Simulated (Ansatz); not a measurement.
**AgCl: strain and displacement**

```
CELL_PARAMETERS angstrom
0.00000 2.77315 2.77315
2.77315 0.00000 2.77315
2.77315 2.77315 0.00000
ATOMIC_POSITIONS crystal
Ag 0.50000 0.50000 0.50000
Cl 0.00000 0.00000 0.00000
```

Atoms are numbered in the order listed.

The cell comes from COD entry 9011666, which wasn't checked; take it as a given geometry.

The calculation used DFT, PBEsol, all-electron LAPW, scalar-relativistic (Ansatz 0.2.0).

The runs use a Γ-centred 9×9×9 k mesh, Fermi–Dirac smearing of 0.01 eV, basis error target 0.5 meV/atom, no spin polarisation.

The unchanged cell is at -2.64 GPa.

Semilocal functionals give too small gaps.

x, y and z are the Cartesian axes of the cell as listed; fractional coordinates follow a strain, and an engineering shear is twice the off-diagonal strain component.

Problem. With this change (equal xy, yz and zx engineering shear strains of -2 %), what becomes of the energy and stress and gap?

Solution. Energy change under 1 meV/atom; stress change (xx, yy, zz, yz, xz, xy) -0.01, -0.01, -0.01, 0.13, 0.13, 0.13 GPa, compression positive; gap on the k mesh 0.78 → 0.76 eV.

Problem. With this change (equal xy, yz and zx engineering shear strains of -1 %), what becomes of the energy and stress and gap?

Solution. Energy change under 1 meV/atom; stress change (xx, yy, zz, yz, xz, xy) 0.00, 0.00, 0.00, 0.06, 0.06, 0.06 GPa, compression positive; gap on the k mesh 0.78 → 0.77 eV.

Problem. With this change (equal xy, yz and zx engineering shear strains of +1 %), what becomes of the energy and stress and gap?

Solution. Energy change under 1 meV/atom; stress change (xx, yy, zz, yz, xz, xy) 0.00, 0.00, 0.00, -0.07, -0.07, -0.07 GPa, compression positive; gap on the k mesh 0.78 → 0.77 eV.

With equal xy, yz and zx engineering shear strains of +2 %: energy change under 1 meV/atom; stress change (xx, yy, zz, yz, xz, xy) -0.01, -0.01, -0.01, -0.13, -0.13, -0.13 GPa, compression positive; gap on the k mesh 0.78 → 0.75 eV.
